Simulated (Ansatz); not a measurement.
## Pressure against volume in ZrC

It was relaxed at this level from a measured cell (COD).

Computed with DFT PBE, scalar-relativistic, plane waves, PAW (Ansatz 0.2.0). The final run on the 2-atom cell used 420 eV, a Γ-centred 20×20×20 mesh, 0.10 eV smearing and no spin polarisation.

```xyz
2
Lattice="0.0000 2.3544 2.3544 2.3544 0.0000 2.3544 2.3544 2.3544 0.0000" Properties=species:S:1:pos:R:3 pbc="T T T"
Zr    2.3544    2.3544    2.3544
C     0.0000    0.0000    0.0000
```

The cell was set to several volumes, with shape and atoms relaxed at each where symmetry leaves them free. Pressure is positive in compression, and energies count from the lowest row. No row has a gap on its mesh.

```tsv
row	V (Å³/atom)	P (GPa)	ΔE (meV/atom)
1	11.485	36.73	161.4
2	11.876	?	?
3	12.268	15.58	36.2
4	12.659	7.20	8.6
5	13.051	0.00	0.0
6	13.442	-6.19	7.7
7	13.834	-11.51	29.5
8	14.356	-17.44	77.0
```

Q: Find B = −V·ΔP/ΔV from rows 4 and 6 and from rows 1 and 3, and from the two its slope B′ and its value B0 at zero pressure.

A: Rows 4 and 6 give −(12.659 + 13.442)/2 × (-6.19 − (7.20))/(13.442 − 12.659) = 223.2 GPa at a mean pressure of 0.50 GPa. Rows 1 and 3 give −(11.485 + 12.268)/2 × (15.58 − (36.73))/(12.268 − 11.485) = 320.8 GPa at a mean pressure of 26.15 GPa. So B′ = (320.8 − 223.2)/(26.15 − (0.50)) = 3.81 and B0 = 223.2 − 3.81 × (0.50) = 221.3 GPa. A third-order Birch–Murnaghan fit to all the energies gives B0 = 222.1 GPa and B′ = 4.0.

Q: Estimate the pressure and energy of row 2.

A: From row 5, V0 = 13.051 × (1 + (0.00)/221.3) = 13.051 Å³/atom. Murnaghan's form P = (B0/B′)·[(V0/V)^B′ − 1] gives (221.3/3.81) × [(13.051/11.876)^3.81 − 1] = 25.12 GPa; the computed pressure is 25.35 GPa, so the estimate is off by -0.23 GPa. The work of compression from row 3, with the mean of the two pressures, gives ΔE = 36.2 + (25.12 + 15.58)/2 × (12.268 − 11.876)/160.2 × 1000 = 86.0 meV/atom (1 eV/Å³ = 160.2 GPa); the computed value is 85.9 meV/atom.

All volumes keep the k mesh of the relaxed cell. A later test with randomly moved atoms came back to the same energy, though modes that don't fit the test's cell weren't probed.
